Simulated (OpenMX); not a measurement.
The system is TiAl.

```xyz
2
Lattice="3.1791 0.0000 0.0000 0.0000 3.1791 0.0000 0.0000 0.0000 3.1791" Properties=species:S:1:pos:R:3 pbc="T T T"
Ti    0.0000    0.0000    0.0000
Al    1.5895    1.5895    1.5895
```

The cell comes from a database or a generator and needn't be the stable form of this composition.

- Program: OpenMX 3.8.5
- Task: single point
- Functional: PBE
- Potentials or basis: OpenMX 2013 PBE set, Ti7.0-s3p2d2, Al7.0-s2p2d1, grid cutoff 400 Ry
- k mesh: 9 × 9 × 9
- Occupations: fermi-dirac, width 0.05 eV
- Spin: no spin polarisation

On this cell: pressure 1.1 GPa; largest force zero by symmetry; band gap on the k mesh none (metal or under the smearing width).

The same run follows on a disturbed copy (atoms moved at random, drawn with an rms of 0.05 Å):

```
Ti Al
1.0
     3.17906    0.00000    0.00000
     0.00000    3.17906    0.00000
     0.00000    0.00000    3.17906
Ti Al
1 1
Direct
  0.99886 0.00758 0.00170
  0.50931 0.50647 0.50062
```

Task: What does the disturbed cell give?

Result: The energy (extrapolated to zero smearing) moves by +1.8 meV/atom; pressure 1.2 GPa; largest force 0.210 eV/Å; band gap on the k mesh none (metal or under the smearing width).

Forces in eV/Å, atoms in the order of the input:
```
Ti   0.207 -0.020 -0.022
Al  -0.207  0.022  0.021
```

Caveats: the basis of atomic orbitals isn't converged, which shifts pressures, moduli and gaps.
